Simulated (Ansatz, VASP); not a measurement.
## MnO in VASP and in Ansatz

File INCAR:

```
PREC = Accurate ; ENCUT = 520
EDIFF = 1E-7 ; ISMEAR = 0
SIGMA = 0.05 ; LREAL = False
LASPH = True ; NELM = 120
ALGO = Fast ; ISIF = 2
LWAVE = False ; LCHARG = True
ISPIN = 2 ; MAGMOM = -1.49 0
LORBIT = 11 ; LMAXMIX = 4
LDAU = True ; LDAUTYPE = 2
LDAUL = 2 -1 ; LDAUU = 2 0
LDAUJ = 0 0 ; LDAUPRINT = 1
GGA = PE ; LELF = True
LVHAR = True ; NBANDS = 20
```

File KPOINTS:

```
Automatic mesh
0
Gamma
  7 7 7
```

Contents of POSCAR:

```
MnO
1.0
    2.9694859100      0.0000000000      0.0000000000
   -1.4847429600      2.5716502300      0.0000000000
    0.0000000000      0.0000000000      2.8980711300
Mn O
1 1
Direct
    0.0000000000      0.0000000000      0.0000000000
    0.6666666667      0.3333333333      0.5000000000
```

File input.yaml:

```yaml
crystal:
  lattice:
    - [2.96948591, 0.0, 0.0]
    - [-1.48474296, 2.57165023, 0.0]
    - [0.0, 0.0, 2.89807113]
  atoms:
    - { symbol: Mn, position: [0.0, 0.0, 0.0], spin: -1.49 }
    - { symbol: O, position: [0.6666666667, 0.3333333333, 0.5] }
hamiltonian:
  xc: pbe
  pseudopotentials: { kind: paw }
  hubbard: { sites: [{ species: Mn, l: d, u_eff: 2.0 }] }
magnetization:
  spin_polarized: true
kpoints:
  mp_grid: { grid: [7, 7, 7] }
scf:
  occupations: { method: gaussian, width: 0.05 }
output:
  forces: true
  stress: true
  eigenvalues: true
```

Measurements of this composition are mostly on another form, of space group No. 225.

Alike in both runs: task single point; functional PBE; k mesh 7 × 7 × 7; occupations gaussian, width 0.05 eV; collinear spin, random start; Hubbard terms Mn d U = 2 eV.

|  | VASP | Ansatz |
| --- | --- | --- |
| version | VASP 6.6.1 | Ansatz 0.2.0 |
| potentials or method | VASP PAW PBE potentials, release 64 (Mn_pv, O) | Ansatz PAW |
| plane-wave cutoff (eV) | 520 | 420 |
| valence electrons in the cell | 19 | 21 |

|  | VASP | Ansatz | Ansatz less VASP |
| --- | --- | --- | --- |
| gap on the k mesh at the Fermi level (eV) | none | none | - |
| pressure (GPa) | 5.0 | 5.6 | +0.62 |
| largest component of the traceless stress (GPa) | 12.53 | 12.54 | +0.013 |
| net moment per atom (μB) | 2.50 | 2.50 | 0.000 |
| size of the moment on the site where the two differ most (μB) | 4.53 | 4.22 | -0.311 |

Site moments also hang on the region over which each program counts them. The programs project onto different local orbitals, so the same U acts differently. A gap of «none» marks a metal or a gap that the smearing closes. The two sets of potentials don't hold the same shells in valence.

Caveats: a cell with one magnetic atom can't hold antiferromagnetic order, which such compounds often take; the magnetic or orbital state may not be the lowest (Ansatz); the pressure holds a Pulay correction of +0.6 GPa for the finite cutoff (Ansatz). The state reached can hang on the start; a lower one may exist.
